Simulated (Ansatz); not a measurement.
# Strain response of Cu

All numbers below come from Ansatz 0.2.0, DFT r2SCAN, scalar-relativistic, plane waves, PAW. (500 eV cutoff, 20×20×14 k-mesh, Gaussian smearing of 0.10 eV, no spin polarisation)

The relaxed crystal:

```
CELL_PARAMETERS angstrom
1.78833 1.78833 0.00000
-1.78833 1.78833 0.00000
0.00000 0.00000 3.57666
ATOMIC_POSITIONS crystal
Cu 0.00000 0.00000 0.00000
Cu 0.50000 0.50000 0.50000
```

Deformation: biaxial strain in the a-b plane, with the length and tilt of c and the atoms relaxed, all within the symmetry that the strain leaves. Energies are extrapolated to zero smearing. Stress is positive in compression, on the Cartesian axes of the cell above. On this cell's mesh the reference holds a stress of up to 0.13 GPa.

| strain (%) | ΔE (meV/atom) | a (Å) | b (Å) | c (Å) | σxx (GPa) | σyy (GPa) | σzz (GPa) |
| --- | --- | --- | --- | --- | --- | --- | --- |
| -6.0 | 54.9 | 2.377 | 2.377 | 3.864 | 14.60 | 14.60 | 0.00 |
| -4.0 | 22.6 | 2.428 | 2.428 | 3.769 | 8.39 | 8.39 | 0.00 |
| -2.0 | 5.4 | 2.478 | 2.478 | 3.672 | 3.70 | 3.70 | 0.00 |
| +0.0 | 0.0 | 2.529 | 2.529 | 3.577 | 0.08 | 0.08 | -0.13 |
| +2.0 | 3.2 | 2.580 | 2.580 | 3.472 | -2.31 | -2.31 | 0.00 |
| +4.0 | 11.5 | 2.630 | 2.630 | 3.362 | -3.58 | -3.58 | 0.00 |

1 further run of this set didn't finish or converge.